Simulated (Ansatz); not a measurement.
Runs of Ansatz 0.2.0 on HgTe. The structure is cubic, space group Fm-3m (No. 225). The conventional cell has a = 6.360 Å, b = 6.360 Å, c = 6.360 Å, α = 90.00°, β = 90.00°, γ = 90.00°. Hg (site symmetry m-3m) is surrounded by 6 Te at 3.18 Å. Around Te (site symmetry m-3m) lie 6 Hg at 3.18 Å. Measurements of this composition are mostly on another form, of space group No. 216.

```csv
task,level,cell,smearing,gap on the mesh (eV),pressure (GPa),relaxed volume (Å³/atom)
relaxation of cell and atoms,PBEsol+D3(BJ),relaxed,fermi-dirac 0.05 eV,none,0.0,25.88
relaxation of cell and atoms,RPBE+D4,relaxed,fermi-dirac 0.05 eV,none,0.0,(a)
single point,PBE,as given,gaussian 0.028 eV,none,-3.8,-
relaxation of cell and atoms,PBE+D3(BJ),relaxed,fermi-dirac 0.05 eV,none,0.0,27.47
single point,PBE,as given,gaussian 0.026 eV,none,-3.8,-
```

Alike in all rows: potentials or basis Ansatz PAW; no spin polarisation; k mesh 7 × 7 × 7; cutoff (eV) 420.

Q: Fill in the values left out.

A: (a) 27.10.

Caveats: the plane-wave basis is chosen anew once the cell has moved, so the energies of steps on either side of that aren't comparable (some runs); pairwise dispersion overbinds metals, which lowers pressure and volume (some runs); the volume moved by over 15 % at a fixed basis, so the end points are rough (some runs); the PAW data sets come from PBE, with cores solved anew for the run's functional, which leaves a small shift of forces and pressure (some runs); the volume moved by -20 % from the deposited cell, more than functionals usually miss (some runs); the volume moved by -16 % from the deposited cell, more than functionals usually miss (some runs); the volume moved by -15 % from the deposited cell, more than functionals usually miss (some runs).

A k mesh can miss the band edges, and the runs leave out spin-orbit coupling on Hg, Te.

A gap of «none» marks a metal or a gap under the smearing width.
